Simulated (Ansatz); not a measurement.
## Notes on AlFe

```yaml
crystal:
  lattice:
    - [6.06514, 2.81753, -0.01446]
    - [-0.07320, 5.78147, -0.09137]
    - [0.01561, -0.04569, 2.95546]
  atoms:
    - { symbol: Fe, position: [0.25005, 0.12734, 0.50374] }
    - { symbol: Fe, position: [0.24451, 0.63175, 0.49241] }
    - { symbol: Fe, position: [0.75479, 0.36303, 0.51060] }
    - { symbol: Fe, position: [0.72511, 0.89363, 0.50608] }
    - { symbol: Al, position: [0.00199, 0.99095, 0.00124] }
    - { symbol: Al, position: [0.00470, 0.51048, 0.01231] }
    - { symbol: Al, position: [0.50642, 0.22972, 0.03011] }
    - { symbol: Al, position: [0.49676, 0.74517, 0.00387] }
```

Method: BLYP, no spin polarisation; PAW, plane waves to 420 eV, 3×4×6 (shifted by 0.5, 0.5, 0.5 steps) mesh, fermi-dirac occupations (width 0.1 eV) (Ansatz 0.2.0), atoms fixed.

Electronic structure: It is a metal, with about 12 states/eV a cell as the mean within 0.25 eV of the Fermi level, mostly Fe d (92 %).
Formation energy: -0.23 eV an atom against the elements' usual phases (free molecules for gases, crystals otherwise, with no correction for O₂ or N₂), so it is bound against them; other compounds may still compete. Relaxing would lower it.
Stress: The pressure is -8.2 GPa (compression positive), so with the atoms held at these fractions the cell would first shrink; the forces are large, so a full relaxation may end otherwise. The principal stresses -12.0, -8.9, -3.7 GPa differ, so its shape would change too.
Charges: Bader charges in e: Al +1.22 to +1.42, Fe -1.45 to -1.16. In the mean Al gives up most and Fe takes most.
Forces: The largest is on Fe4: 1.25 eV/Å, components (1.11, -0.58, 0.08). It makes 143° with the line to a nearest neighbour, Al7 at 2.39 Å, pointing away from it.

Origin: a strained cell with displaced atoms, so it need not be a known compound. Caveats: no spin polarisation, so a magnetic state may lie lower; the k mesh is coarse if the cell is a metal; forces of this functional can be a tenth off on these datasets.
